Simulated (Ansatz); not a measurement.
Clean, relaxed (111) surface of Si, space group Fd-3m (No. 227) (top face towards +c; held atoms: 1, 2, 3, 4, 5, 6, 7, 8, 9, 10, 11, 12):

```yaml
crystal:
  lattice:
    - [7.73541, 0.00000, 0.00000]
    - [-3.86771, 6.69906, 0.00000]
    - [0.00000, 0.00000, 23.10543]
  atoms:
    - { symbol: Si, position: [0.66667, 0.33333, 0.34624] }
    - { symbol: Si, position: [0.66667, 0.83333, 0.34624] }
    - { symbol: Si, position: [0.16667, 0.33333, 0.34624] }
    - { symbol: Si, position: [0.16667, 0.83333, 0.34624] }
    - { symbol: Si, position: [0.50000, 0.50000, 0.38041] }
    - { symbol: Si, position: [0.50000, 0.00000, 0.38041] }
    - { symbol: Si, position: [0.00000, 0.50000, 0.38041] }
    - { symbol: Si, position: [0.00000, 0.00000, 0.38041] }
    - { symbol: Si, position: [0.00000, 0.50000, 0.48292] }
    - { symbol: Si, position: [0.00000, 0.00000, 0.48292] }
    - { symbol: Si, position: [0.50000, 0.50000, 0.48292] }
    - { symbol: Si, position: [0.50000, 0.00000, 0.48292] }
    - { symbol: Si, position: [0.83333, 0.66667, 0.51611] }
    - { symbol: Si, position: [0.83333, 0.16667, 0.51611] }
    - { symbol: Si, position: [0.33333, 0.66667, 0.51611] }
    - { symbol: Si, position: [0.33333, 0.16667, 0.51611] }
    - { symbol: Si, position: [0.33333, 0.66667, 0.62174] }
    - { symbol: Si, position: [0.33333, 0.16667, 0.62174] }
    - { symbol: Si, position: [0.83333, 0.66667, 0.62174] }
    - { symbol: Si, position: [0.83333, 0.16667, 0.62174] }
    - { symbol: Si, position: [0.16667, 0.83333, 0.65113] }
    - { symbol: Si, position: [0.16667, 0.33333, 0.65113] }
    - { symbol: Si, position: [0.66667, 0.83333, 0.65113] }
    - { symbol: Si, position: [0.66667, 0.33333, 0.65113] }
```

Level of theory: DFT PBE, scalar-relativistic, plane waves, PAW in Ansatz. Settings: cutoff 420 eV, Γ-centred mesh 3×3×1 on the computed 26-atom cell, Gaussian smearing of 0.05 eV; no spin polarisation. A dipole correction removes the field between periodic images along c.

N2 is put on the top face, one molecule per 51.8 Å², and relaxed from 3 starts; the cell is lengthened along c to keep the vacuum. E_ads is per molecule, from the clean relaxed slab and the free relaxed molecule; negative means bound; no zero-point or thermal terms, forces under 0.04 eV/Å, and the free molecule is spin-polarised where open-shell. Heights count from the highest slab atom. Δp counts per cell along +c.

| start | E_ads (eV) | molecule | lowest atom's height (Å) | shortest contact | Δp (e·Å) |
| --- | --- | --- | --- | --- | --- |
| upright, lowest atom N over a bridge Si-Si site | -0.08 | whole | 3.08 | N–Si 4.25 Å | -0.043 |
| flat, lowest atom N over a bridge Si-Si site | -0.08 | whole | 3.15 | N–Si 3.94 Å | -0.037 |
| random tilt, lowest atom N over a top Si site | -0.08 | whole | 3.15 | N–Si 3.88 Å | -0.037 |

Each end is the local minimum that its start leads to. This functional has no dispersion correction, so weak binding is underestimated.

Cost: 7 runs of about 53 core-minutes in all, on Intel Xeon Platinum 8259CL (Skylake/Cascade Lake) (shared hosts).